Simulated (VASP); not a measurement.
The system is BeS.

```
CELL_PARAMETERS angstrom
0.00000 2.57233 2.57233
2.57233 0.00000 2.57233
2.57233 2.57233 0.00000
ATOMIC_POSITIONS crystal
Be 0.00000 0.00000 0.00000
S 0.25000 0.25000 0.25000
```

The cell was built by a generator and needn't be a form met in nature.

The cell isn't the ideal one: hydrostatic strain +5.7%.

Base run:

* Program: VASP 6.6.1
* Functional: PBE
* Potentials or basis: VASP PAW PBE potentials, release 64 (Be, S)
* Cutoff: 520 eV
* k mesh: 10 × 10 × 10
* Occupations: fermi-dirac, width 0.02 eV
* Spin: no spin polarisation

Its results: band gap on the k mesh 3.43 eV, indirect (least direct gap 4.49 eV); pressure -11.0 GPa.

**Question.** The run is repeated on the same cell with these changes: functional from PBE to r2SCAN; occupations from fermi-dirac, width 0.02 eV to gaussian, width 0.01 eV. What comes out?

**Answer.** Band gap on the k mesh 3.89 eV, indirect (least direct gap 5.19 eV); pressure -11.8 GPa.

Caveats: the PAW data sets were made with another functional, which shifts forces and pressure a little (some runs).

A k mesh can miss the band edges.
